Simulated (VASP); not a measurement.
Write the native input for VASP 6.6.1 that does the following.

```yaml
Task: relaxation of cell and atoms
Functional: r2SCAN
Potentials_or_basis: VASP PAW PBE potentials, release 64 (Al, Pt)
Cutoff: 600 eV
k_mesh: 8 × 8 × 8
Occupations: methfessel-paxton, width 0.1 eV
Spin: no spin polarisation
Further_INCAR_settings: ALGO = Normal; EDIFF = 1e-07; IBRION = 2; EDIFFG = -0.005; NSW = 90; ISIF = 3
```

The structure of AlPt lies in POSCAR:

```
AlPt                                    
1.0
    4.8768190956     -0.0000000000      0.0000000000
    0.0000000000      4.8768190956     -0.0000000000
    0.0000000000     -0.0000000000      4.8768190956
  Al              Pt            
     4     4
Direct
     0.8440599815848255    0.8440599815848255    0.8440599815848255
     0.6559400184151745    0.1559400184151744    0.3440599815848256
     0.3440599815848256    0.6559400184151745    0.1559400184151744
     0.1559400184151744    0.3440599815848256    0.6559400184151745
     0.1550454965401220    0.1550454965401220    0.1550454965401220
     0.3449545034598780    0.8449545034598781    0.6550454965401219
     0.6550454965401219    0.3449545034598780    0.8449545034598781
     0.8449545034598781    0.6550454965401219    0.3449545034598780
```

The cell is a database's computed one.

These files were run (other wordings do the same):

INCAR

```
PREC = Accurate
ENCUT = 600
EDIFF = 1E-7
ISMEAR = 1
SIGMA = 0.1
LREAL = F
LASPH = T
NELM = 80
ALGO = Normal
ISIF = 3
LWAVE = F
LCHARG = F
METAGGA = R2SCAN
LMIXTAU = T
IBRION = 2
NSW = 90
EDIFFG = -0.005
KPAR = 4
```

KPOINTS

```
regular mesh
0
Gamma
  8 8 8
```

Potentials or basis: VASP PAW PBE potentials, release 64 (Al, Pt).

The run is started by

```console
$ cat potpaw_PBE.64/Al/POTCAR potpaw_PBE.64/Pt/POTCAR > POTCAR
$ mpirun -np 4 vasp_std > vasp.out
```

Results of the run:

The relaxed volume is 14.50 Å³/atom. The relaxed cell is a = 4.877 Å, b = 4.877 Å, c = 4.877 Å, α = 90.00°, β = 90.00°, γ = 90.00°. The space group after relaxing (to 0.05 Å) is P2_13 (No. 198). The energy gained by relaxing is 0.0 meV/atom, the ionic steps are 5 and the pressure after relaxing is 0.0 GPa. The largest force after relaxing is 0.003 eV/Å and the band gap on the k mesh is none (metal or under the smearing width).

Caveat: the PAW data sets were made with another functional, which shifts forces and pressure a little.

Run time: 7.6 min on 4 MPI ranks on Intel(R) Xeon(R) Platinum 8259CL CPU @ 2.50GHz (Skylake/Cascade Lake), with other jobs on the host, peak memory 0.38 GiB a rank.
